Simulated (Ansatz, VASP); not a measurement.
# One calculation of C, two programs

```
C
1.0
     0.00000    2.12700    3.24756
     1.22800    0.00000    3.24756
     1.22800    2.12700    0.00000
C
2
Direct
  0.16667 0.83333 0.16667
  0.83333 0.16667 0.83333
```

Change from the starting cell: strain +0.000 along x and y, -0.030 along z, atoms carried along.

Alike in both runs: task single point; functional r2SCAN; k mesh 14 × 14 × 14; occupations gaussian, width 0.05 eV; no spin polarisation.

```csv
,VASP,Ansatz
version,VASP 6.6.1,Ansatz 0.2.0
potentials or method,"VASP PAW PBE potentials, release 64 (C)","scalar-relativistic, plane waves, PAW"
plane-wave cutoff (eV),520,500
valence electrons in the cell,8,8
```

```tsv
	VASP	Ansatz	Ansatz less VASP
gap on the k mesh at the Fermi level (eV)	0.22	0.22	-0.001
least direct gap on the mesh (eV)	0.29	0.29	-0.001
pressure (GPa)	1.6	0.9	-0.70
largest component of the traceless stress (GPa)	2.08	2.90	+0.821
rms of the force components (eV/Å)	0.021	0.021	+0.0001
```

Atom by atom the forces differ by 0.000 eV/Å (rms over components). The functional is the same, so the differences come from potentials, cutoffs and numerics.

Caveats: the PAW data sets were made with another functional, which shifts forces and pressure a little (VASP). A k mesh can miss the band edges.
